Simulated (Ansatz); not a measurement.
# SnTe (Fm-3m) in Ansatz: further runs

One crystal, SnTe, is run at these levels: revPBE+D3(BJ); tasks: single point, equation of state.

All numbers are computed with Ansatz 0.2.0; they aren't measurements. Logs are shortened: lines on timing, memory, paths and dates and some standing lists are left out, and cuts for length are marked.

## Step 1: Starting point

The structure is cubic, space group Fm-3m (No. 225). The conventional cell has a = 6.302 Å, b = 6.302 Å, c = 6.302 Å, α = 90.00°, β = 90.00°, γ = 90.00°. Te (site symmetry m-3m) is surrounded by 6 Sn at 3.15 Å. Around Sn (site symmetry m-3m) lie 6 Te at 3.15 Å.

## Step 2: Single point, revPBE+D3(BJ), 29.40 Å³/atom (volume scaled by 0.94)

Contents of input.yaml:

```yaml
crystal:
  lattice:
    - [0.0, 3.0865288906, 3.0865288906]
    - [3.0865288906, 0.0, 3.0865288906]
    - [3.0865288906, 3.0865288906, 0.0]
  atoms:
    - { symbol: Te, position: [0.5, 0.5, 0.5] }
    - { symbol: Sn, position: [0.0, 0.0, 0.0] }
hamiltonian:
  xc: revpbe
  pseudopotentials: { kind: paw }
  dispersion: d3bj
kpoints:
  mp_grid: { grid: [7, 7, 7] }
scf:
  occupations: { method: fermi_dirac, width: 0.05 }
output:
  forces: true
  stress: true
  eigenvalues: true
  write_density: true
  write_potential: true
  elf: true
  volumetric_format: npy
```

Potentials or basis: Ansatz PAW.

Run with:

```bash
> ansatz run input.yaml --threads 2 --pin off --max-ram 5120MiB --backend cpu --events-out ev --progress --plain --runs-dir out
```

Log:

```text
Warning: RAYON_NUM_THREADS=2 ignored (pool sized by the plan → 2); use --threads N
Engine: ansatz 0.2.0, x86_64-unknown-linux-gnu
Pseudopotentials: kind: paw
Pseudopotential: Te, paw, valence charge 16, recommended cutoff 420 eV (normal), Te.paw.azcp
Pseudopotential: Sn, paw, valence charge 14, recommended cutoff 420 eV (normal), Sn.paw.azcp
Functional definition: revPBE
  parameter kappa = 1.245
  parameter beta = 0.06672455060314922
  exchange = pbe_x(kappa = kappa, mu = beta*pi^2/3)
  correlation = pbe_c(beta = beta)
Crystal: 2 atoms, lattice volume = 58.809 Å³
Basis set: ecut = 420 eV, 1139 PW (Γ), exchange–correlation on 60×60×60 points (8 copies of the dense FFT grid, shifted against one another)
Bands: 19, of which v1, the nominal top of the filled ones, is band 15 counted from 1 (14 counted from 0)
Symmetry: 48 space group operations
Space group: Fm-3m (ITA 225), of the structure as read, at distance tolerance 3.9e-5 Å
k-points: 20 of 343
Non-local potential: Te, projectors of the file, l = 0: 2, l = 1: 2, l = 2: 2, l = 3: 2
Non-local potential: Sn, projectors of the file, l = 0: 2, l = 1: 2, l = 2: 2, l = 3: 2
PAW form: soft (Blöchl's): semilocal exchange-correlation on the pseudo side does not see the compensation charge
PAW frozen core: Te, regenerated for the run's functional, and the local potential with it (the file was generated under x = pbe(κ = 0.804, μ = 0.2195149727645171), c = pbe(β = 0.06672455060314922))
PAW frozen core: Sn, regenerated for the run's functional, and the local potential with it (the file was generated under x = pbe(κ = 0.804, μ = 0.2195149727645171), c = pbe(β = 0.06672455060314922))
PAW one-centre angular grid: Te, 590 points (default); XC on 64 Gauss nodes
PAW one-centre angular grid: Sn, 590 points (default); XC on 64 Gauss nodes
Initial density: superposition of atomic densities (neutral atoms: chi_scale 0, normalization atom), corrected by the library's trained network
Initial wavefunctions: pseudopotential atomic-orbital guess
Functional: x = revpbe(κ = 1.245, μ = 0.2195149727645171), c = pbe(β = 0.06672455060314922)
SCF iter   1: F=—  HF=-13018.602632 eV  |F-HF|=—  |Δ(HF+E_count)|=         —  Δρ=1.59e-3  dr2=1.19e-3  ethr=1.77e-3  ⟨swp⟩=6.0  Hψ=1974  notcnv=0
preconditioner: auto → none  [insulator: Δε(μ)=0.584 eV  Ē_g=8.990 eV  σ=0.050 eV  W_gap=0.99  n_scr=14 (ndim 8)  ℏωp=15.3 eV  f_vac=0.004  D(μ)=0.01/eV (n_scr^D=0)  ε∞_Penn≈3.9]
SCF iter   2: F=—  HF=-13018.601120 eV  |F-HF|=—  |Δ(HF+E_count)|=   1.51e-3  Δρ=4.91e-4  dr2=1.85e-4  ethr=3.96e-6  ⟨swp⟩=2.0  Hψ=841  notcnv=0
SCF iter   3: F=—  HF=-13018.601127 eV  |F-HF|=—  |Δ(HF+E_count)|=   6.76e-6  Δρ=2.60e-4  dr2=4.55e-5  ethr=6.17e-7  ⟨swp⟩=2.8  Hψ=687  notcnv=0
SCF iter   4: F=—  HF=-13018.601146 eV  |F-HF|=—  |Δ(HF+E_count)|=   1.98e-5  Δρ=4.58e-5  dr2=9.92e-7  ethr=1.52e-7  ⟨swp⟩=2.0  Hψ=480  notcnv=0
iter 5 did not close the SCF: its close was put off for the readings that it lacked (scf_convergence_deferred on its scf_iter line)
SCF iter   5: F=-13018.601146 eV  HF=-13018.601146 eV  |F-HF|=3.85e-9  |Δ(HF+E_count)|=   3.36e-7  Δρ=1.40e-5  dr2=7.60e-8  ethr=3.31e-9  ⟨swp⟩=2.0  Hψ=683  notcnv=0
SCF iter   6: F=-13018.601146 eV  HF=-13018.601146 eV  |F-HF|=6.95e-9  |Δ(HF+E_count)|=   4.86e-8  Δρ=2.65e-6  dr2=1.51e-9  ethr=2.53e-10  ⟨swp⟩=7.0  Hψ=2465  notcnv=0
SCF 1 converged in 6 iterations: F = -13018.601146 eV  dr2 = 1.51e-9
SCF converged after 6 iterations
Free energy (F): -13018.601146 eV
Harris-Foulkes:  -13018.601146 eV  (|F-HF|=6.95e-9)
Internal energy: -13018.600990 eV  (E = F + TS)
E sigma→0 (E₀):  -13018.601068 eV
Entropy (-TS):   -0.000156 eV (-0.078 meV/atom)
Fermi energy:    10.833367 eV
--- Per-component energies (eV) ---
  E_band       = -327.161835
  E_kinetic    = 367.465041
  E_local      = -2055.085229  (includes V_loc(G=0)·N_el)
  E_nonlocal   = -344.021459
  E_hartree    = 1318.073244
  E_xc         = -508.980641
  E_vxc        = -201.381146  (∫ρ·V_xc dr)
  E_paw        = -8807.982973  (= ΣΔE_a)
  E_vpaw       = -730.286386  (= ΣTr[D̂ρ^β])
  E_aug_tail   = -0.000167  (compensation charges beyond the density's cutoff)
  E_ewald      = -2986.455707
  E_disp       = -1.604296  (pairwise vdW)
  E_core_change = -0.008803  (= ΣΔE_core)
  E_smearing   = -0.000156  (= −TS)
  E_closure    = 0.000000  (closes the sum)
  Σ components = -13018.601146   (vs F -13018.601146, Δ=0.00e0)
--- Forces (eV/Å), atoms counted from 1 ---
  atom   1  Te     0.00000000    -0.00000000    -0.00000000
  atom   2  Sn    -0.00000000     0.00000000    -0.00000000
  max |Σ_I F_I| component: 3.33e-29 eV/Å
--- Stress (GPa, compression-positive) ---
        2.353169       0.000000       0.000000
        0.000000       2.353169       0.000000
        0.000000      -0.000000       2.353169
  P = ⅓ Tr σ = 2.3532 GPa (23.532 kbar)
--- Band table (eV; the first three rows and the last of 20) ---
  k-point 0: bands = ["-26.5511", "-26.5511", "-26.5463", "-26.5463", "-26.5463", "-11.2479", "-11.2479", "-11.2410", "-11.2410", "-11.2410", "-2.5404", "6.3649", "8.4100", "8.4100", "8.4100", "14.2442", "14.2442", "14.2442", "15.3927"]
  k-point 1: bands = ["-26.5510", "-26.5510", "-26.5463", "-26.5462", "-26.5462", "-11.2493", "-11.2493", "-11.2406", "-11.2395", "-11.2395", "-2.3528", "5.2415", "8.4402", "8.4402", "9.2161", "13.3157", "13.3157", "13.4009", "15.3688"]
  k-point 2: bands = ["-26.5509", "-26.5509", "-26.5461", "-26.5458", "-26.5458", "-11.2530", "-11.2530", "-11.2400", "-11.2357", "-11.2357", "-1.8337", "3.5496", "8.5550", "8.5550", "10.0448", "11.9983", "11.9983", "12.1859", "16.1434"]
  k-point 19: bands = ["-26.5513", "-26.5505", "-26.5459", "-26.5455", "-26.5447", "-11.2653", "-11.2495", "-11.2385", "-11.2347", "-11.2279", "-0.6726", "3.0319", "5.3759", "6.1659", "9.4686", "11.9826", "14.9243", "15.9199", "16.1991"]
```

v_z.tsv:

```text
# z_ang	v_es[eV]	v_tot[eV]
# format = ansatz-planar-average/11
# xc	revpbe
# density_cutoff_ev	1680
# datasets	Te=:simpson_from_first_knot:soft:shift=437016	Sn=:simpson_from_first_knot:soft:shift=194267
# lattice	0.000000000	3.086528891	3.086528891
# lattice	3.086528891	0.000000000	3.086528891
# lattice	3.086528891	3.086528891	0.000000000
# sites	2
# site	52	3.086528891	3.086528891	3.086528891
# site	50	0.000000000	0.000000000	0.000000000
0.000000	9.863273e0	-8.936211e-1
0.145500	9.685119e0	-9.950759e-1
0.291001	9.209908e0	-1.257032e0
0.436501	8.598335e0	-1.563311e0
0.582001	8.042154e0	-1.783554e0
0.727502	7.691605e0	-1.829529e0
[... 22 lines left out ...]
4.074010	9.209908e0	-1.257032e0
4.219511	9.685119e0	-9.950759e-1
```

It took 1.6 s on 2 threads of Intel Xeon Platinum 8488C (Sapphire Rapids), shared host; peak memory 0.4 GiB.

Results:

```
Free energy : -13018.6011 eV
Pressure    : 2.4 GPa
```

Caveat: this odd mesh misses L, where the gap lies, so gap, dielectric constants and Born charges aren't listed; the PAW data sets come from PBE, with cores solved anew for the run's functional, which leaves a small shift of forces and pressure.

## Step 3: Single point, revPBE+D3(BJ), 30.03 Å³/atom (volume scaled by 0.96)

Edit input.yaml of step 2 so:

```diff
@@ -2,5 +2,5 @@
   lattice:
-    - [0.0, 3.0865288906, 3.0865288906]
-    - [3.0865288906, 0.0, 3.0865288906]
-    - [3.0865288906, 3.0865288906, 0.0]
+    - [0.0, 3.1082657258, 3.1082657258]
+    - [3.1082657258, 0.0, 3.1082657258]
+    - [3.1082657258, 3.1082657258, 0.0]
   atoms:
```

Potentials or basis: Ansatz PAW.

Run with:

```bash
> ansatz run input.yaml --threads 2 --pin off --max-ram 5120MiB --backend cpu --events-out ev --progress --plain --runs-dir out
```

Wall time 1.5 s (2 threads of Intel Xeon Platinum 8488C (Sapphire Rapids), shared host); peak memory 0.39 GiB.

It converged, with:

- Free energy: -13018.6149 eV
- Pressure: 1.2 GPa

Caveat: this odd mesh misses L, where the gap lies, so gap, dielectric constants and Born charges aren't listed; the PAW data sets come from PBE, with cores solved anew for the run's functional, which leaves a small shift of forces and pressure.

## Step 4: Single point, revPBE+D3(BJ), 30.66 Å³/atom (volume scaled by 0.98)

Contents of input.yaml:

```yaml
crystal:
  lattice:
    - [0.0, 3.1297027185, 3.1297027185]
    - [3.1297027185, 0.0, 3.1297027185]
    - [3.1297027185, 3.1297027185, 0.0]
  atoms:
    - { symbol: Te, position: [0.5, 0.5, 0.5] }
    - { symbol: Sn, position: [0.0, 0.0, 0.0] }
hamiltonian:
  xc: revpbe
  pseudopotentials: { kind: paw }
  dispersion: d3bj
kpoints:
  mp_grid: { grid: [7, 7, 7] }
scf:
  occupations: { method: fermi_dirac, width: 0.05 }
output:
  forces: true
  stress: true
  eigenvalues: true
```

Run with:

```bash
> ansatz run input.yaml --threads 2 --pin off --max-ram 5120MiB --backend cpu --events-out ev --progress --plain --runs-dir out
```

It took 1.2 s on 2 threads of Intel Xeon Platinum 8488C (Sapphire Rapids), shared host; peak memory 0.39 GiB.

It converged, with:

- Free energy: -13018.6202 eV
- Pressure: 0.2 GPa

Caveat: this odd mesh misses L, where the gap lies, so gap, dielectric constants and Born charges aren't listed; the PAW data sets come from PBE, with cores solved anew for the run's functional, which leaves a small shift of forces and pressure.

## Step 5: Single point, revPBE+D3(BJ), 31.28 Å³/atom

Edit input.yaml of step 4 so:

```diff
@@ -2,5 +2,5 @@
   lattice:
-    - [0.0, 3.1297027185, 3.1297027185]
-    - [3.1297027185, 0.0, 3.1297027185]
-    - [3.1297027185, 3.1297027185, 0.0]
+    - [0.0, 3.15085, 3.15085]
+    - [3.15085, 0.0, 3.15085]
+    - [3.15085, 3.15085, 0.0]
   atoms:
```

Run with:

```bash
> ansatz run input.yaml --threads 2 --pin off --max-ram 5120MiB --backend cpu --events-out ev --progress --plain --runs-dir out
```

Wall time 1 s (2 threads of Intel Xeon Platinum 8488C (Sapphire Rapids), shared host); peak memory 0.39 GiB.

It converged, with:

| Quantity | Value |
| --- | --- |
| Free energy | -13018.6179 eV |
| Pressure | -0.7 GPa |

Caveat: this odd mesh misses L, where the gap lies, so gap, dielectric constants and Born charges aren't listed; the PAW data sets come from PBE, with cores solved anew for the run's functional, which leaves a small shift of forces and pressure.

## Step 6: Single point, revPBE+D3(BJ), 31.91 Å³/atom (volume scaled by 1.02)

Edit input.yaml of step 5 so:

```diff
@@ -2,5 +2,5 @@
   lattice:
-    - [0.0, 3.15085, 3.15085]
-    - [3.15085, 0.0, 3.15085]
-    - [3.15085, 3.15085, 0.0]
+    - [0.0, 3.1717171644, 3.1717171644]
+    - [3.1717171644, 0.0, 3.1717171644]
+    - [3.1717171644, 3.1717171644, 0.0]
   atoms:
@@ -20 +20,5 @@
   eigenvalues: true
+  write_density: true
+  write_potential: true
+  elf: true
+  volumetric_format: npy
```

Potentials or basis: Ansatz PAW.

Run with:

```bash
> ansatz run input.yaml --threads 2 --pin off --max-ram 5120MiB --backend cpu --events-out ev --progress --plain --runs-dir out
```

It took 1.5 s on 2 threads of Intel Xeon Platinum 8488C (Sapphire Rapids), shared host; peak memory 0.4 GiB.

Results (log left out):

```
Free energy : -13018.6089 eV
Pressure    : -1.6 GPa
```

Caveat: this odd mesh misses L, where the gap lies, so gap, dielectric constants and Born charges aren't listed; the PAW data sets come from PBE, with cores solved anew for the run's functional, which leaves a small shift of forces and pressure.

## Step 7: Single point, revPBE+D3(BJ), 32.53 Å³/atom (volume scaled by 1.04)

Contents of input.yaml:

```yaml
crystal:
  lattice:
    - [0.0, 3.1923133075, 3.1923133075]
    - [3.1923133075, 0.0, 3.1923133075]
    - [3.1923133075, 3.1923133075, 0.0]
  atoms:
    - { symbol: Te, position: [0.5, 0.5, 0.5] }
    - { symbol: Sn, position: [0.0, 0.0, 0.0] }
hamiltonian:
  xc: revpbe
  pseudopotentials: { kind: paw }
  dispersion: d3bj
kpoints:
  mp_grid: { grid: [7, 7, 7] }
scf:
  occupations: { method: fermi_dirac, width: 0.05 }
output:
  forces: true
  stress: true
  eigenvalues: true
```

Run with:

```bash
> ansatz run input.yaml --threads 2 --pin off --max-ram 5120MiB --backend cpu --events-out ev --progress --plain --runs-dir out
```

Wall time 1.6 s (2 threads of Intel Xeon Platinum 8488C (Sapphire Rapids), shared host); peak memory 0.4 GiB.

It converged, with:

```
Free energy : -13018.5940 eV
Pressure    : -2.2 GPa
```

Caveat: this odd mesh misses L, where the gap lies, so gap, dielectric constants and Born charges aren't listed; the PAW data sets come from PBE, with cores solved anew for the run's functional, which leaves a small shift of forces and pressure.

## Step 8: Single point, revPBE+D3(BJ), 33.16 Å³/atom (volume scaled by 1.06)

Edit input.yaml of step 7 so:

```diff
@@ -2,5 +2,5 @@
   lattice:
-    - [0.0, 3.1923133075, 3.1923133075]
-    - [3.1923133075, 0.0, 3.1923133075]
-    - [3.1923133075, 3.1923133075, 0.0]
+    - [0.0, 3.2126470615, 3.2126470615]
+    - [3.2126470615, 0.0, 3.2126470615]
+    - [3.2126470615, 3.2126470615, 0.0]
   atoms:
```

Run with:

```bash
> ansatz run input.yaml --threads 2 --pin off --max-ram 5120MiB --backend cpu --events-out ev --progress --plain --runs-dir out
```

Wall time 1 s (2 threads of Intel Xeon Platinum 8488C (Sapphire Rapids), shared host); peak memory 0.39 GiB.

The run converged. Its results:

```yaml
Free_energy: -13018.5743 eV
Pressure: -2.7 GPa
```

Caveat: this odd mesh misses L, where the gap lies, so gap, dielectric constants and Born charges aren't listed; the PAW data sets come from PBE, with cores solved anew for the run's functional, which leaves a small shift of forces and pressure.

## Step 9: Equation of state, revPBE+D3(BJ)

Potentials or basis: Ansatz PAW.

No new run: the results of the series are fitted here.

What came out:

```yaml
Equilibrium_volume: 30.76 Å³/atom
Bulk_modulus: 47 GPa
Pressure_derivative_of_the_bulk_modulus: "5.6 (rough: it moves with the points fitted)"
```

Energy against volume, from the lowest point:
```csv
volume (Å³/atom),energy (meV/atom)
29.404,9.54
30.030,2.65
30.656,0.00
31.281,1.15
31.907,5.66
32.532,13.12
33.158,22.95
```

Caveat: the potentials were made for another functional, which shifts forces and pressure; this odd mesh misses L, where the gap lies, so gap, dielectric constants and Born charges aren't listed.
